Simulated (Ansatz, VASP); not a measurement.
# BN: VASP beside Ansatz

Contents of INCAR:

```
SYSTEM = BN
PREC = Accurate ; ENCUT = 520
EDIFF = 1E-6 ; ISMEAR = 0
SIGMA = 0.05 ; LREAL = .FALSE.
LASPH = .TRUE. ; NELM = 80
ALGO = Normal ; ISIF = 2
LWAVE = .FALSE. ; LCHARG = .TRUE.
GGA = PS ; LELF = .TRUE.
LVHAR = .TRUE. ; NBANDS = 16
```

File KPOINTS:

```
Automatic mesh
0
G
  12 12 4
  0 0 0
```

The input POSCAR:

```
BN
1.0
    2.3787921191      0.0000000000      0.0000000000
   -1.1893960596      2.0600944054      0.0000000000
    0.0000000000      0.0000000000      6.6612000000
B N
2 2
Direct
    0.3333333333      0.6666666667      0.2500000000
    0.6666666667      0.3333333333      0.7500000000
    0.3333333333      0.6666666667      0.7500000000
    0.6666666667      0.3333333333      0.2500000000
```

Input for Ansatz:

```yaml
crystal:
  lattice:
    - [2.3787921191, 0.0, 0.0]
    - [-1.1893960596, 2.0600944054, 0.0]
    - [0.0, 0.0, 6.6612]
  atoms:
    - { symbol: B, position: [0.3333333333, 0.6666666667, 0.25] }
    - { symbol: B, position: [0.6666666667, 0.3333333333, 0.75] }
    - { symbol: "N", position: [0.3333333333, 0.6666666667, 0.75] }
    - { symbol: "N", position: [0.6666666667, 0.3333333333, 0.25] }
basis:
  ecutwfc: 420
kpoints:
  mp_grid: { grid: [12, 12, 4] }
hamiltonian:
  xc: pbesol
scf:
  occupations: { method: gaussian, width: 0.05 }
output:
  forces: true
  stress: true
  eigenvalues: true
```

Change from the starting cell: strain -0.050 along x and y, +0.000 along z, atoms carried along.

Alike in both runs: task single point; functional PBEsol; k mesh 12 × 12 × 4; occupations gaussian, width 0.05 eV; no spin polarisation.

```csv
,VASP,Ansatz
version,VASP 6.6.1,Ansatz 0.2.0
potentials or method,"VASP PAW PBE potentials, release 64 (B, N)","scalar-relativistic, plane waves, PAW"
plane-wave cutoff (eV),520,420
valence electrons in the cell,16,16
```

|  | VASP | Ansatz | Ansatz less VASP |
| --- | --- | --- | --- |
| gap on the k mesh at the Fermi level (eV) | 4.40 | 4.41 | +0.015 |
| least direct gap on the mesh (eV) | 4.96 | 4.97 | +0.009 |
| pressure (GPa) | 46.9 | 46.5 | -0.39 |
| largest component of the traceless stress (GPa) | 46.03 | 45.46 | -0.573 |

Caveats: so large a pressure means that the cell lies far from this level's equilibrium, or that cutoff or potentials fall short (VASP); the potentials were made for another functional, which shifts forces and pressure (VASP); this functional lacks dispersion, which binds the layers, so the pressure and a relaxed spacing across them are unreliable. A k mesh can miss the band edges.
